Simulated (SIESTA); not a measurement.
Crystal: KI.

```
CELL_PARAMETERS angstrom
4.29120 0.00000 0.00000
0.00000 4.29120 0.00000
0.00000 0.00000 4.29120
ATOMIC_POSITIONS crystal
I 0.50000 0.50000 0.50000
K 0.00000 0.00000 0.00000
```

Measurements of this composition are mostly on another form, of space group No. 225.

Base run:

* Program: SIESTA 5.4.2
* Functional: LDA
* Potentials or basis: PseudoDojo 0.4 standard (LDA files)
* Basis: DZP (energy shift 0.003 Ry; two zetas on semicore shells; d shell added on K)
* Grid cutoff: 800 Ry
* Energy shift: 0.003 Ry
* k mesh: 6 × 6 × 6
* Occupations: fermi-dirac, width 0.05 eV
* Spin: no spin polarisation

Its results: band gap on the k mesh 3.08 eV, indirect (least direct gap 3.45 eV); pressure -1.9 GPa.

The run is repeated on the same cell with these changes: functional from LDA to PBEsol; potentials or basis from PseudoDojo 0.4 standard (LDA files) to PseudoDojo 0.4 standard (PBEsol files). What comes out?

Band gap on the k mesh 3.28 eV, indirect (least direct gap 3.64 eV); pressure -0.8 GPa.

Caveats: spin-orbit coupling is left out, which moves the levels of the heavy elements; the basis of atomic orbitals isn't converged, which shifts pressures, moduli and gaps.
